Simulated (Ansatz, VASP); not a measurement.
# SrO: VASP beside Ansatz

```
Sr O
1.0
     0.00000    2.56630    2.56630
     2.56630    0.00000    2.56630
     2.56630    2.56630    0.00000
Sr O
1 1
Direct
  0.50000 0.50000 0.50000
  0.00000 0.00000 0.00000
```

Alike in both runs: task relaxation of cell and atoms; functional PBE; k mesh 9 × 9 × 9; occupations fermi-dirac, width 0.05 eV; no spin polarisation.

|  | VASP | Ansatz |
| --- | --- | --- |
| version | VASP 6.6.1 | Ansatz 0.2.0 |
| potentials or method | VASP PAW PBE potentials, release 64 (Sr_sv, O), cutoff 600 eV | all-electron LAPW, scalar-relativistic |

|  | VASP | Ansatz | Ansatz less VASP |
| --- | --- | --- | --- |
| relaxed volume (Å³/atom) | 17.62 | 17.52 | -0.093 |
| relaxed cell length with the largest relative difference (Å) | 3.680 | 3.673 | -0.0065 |
| energy change over the relaxation (meV/atom) | -8 | -6 | +2.0 |

Ansatz ran all-electron here, so the differences hold the error of VASP's frozen core and of both bases.

 Zero-point motion and thermal expansion aren't in these numbers. PBE usually gives volumes a little too large and moduli too small.
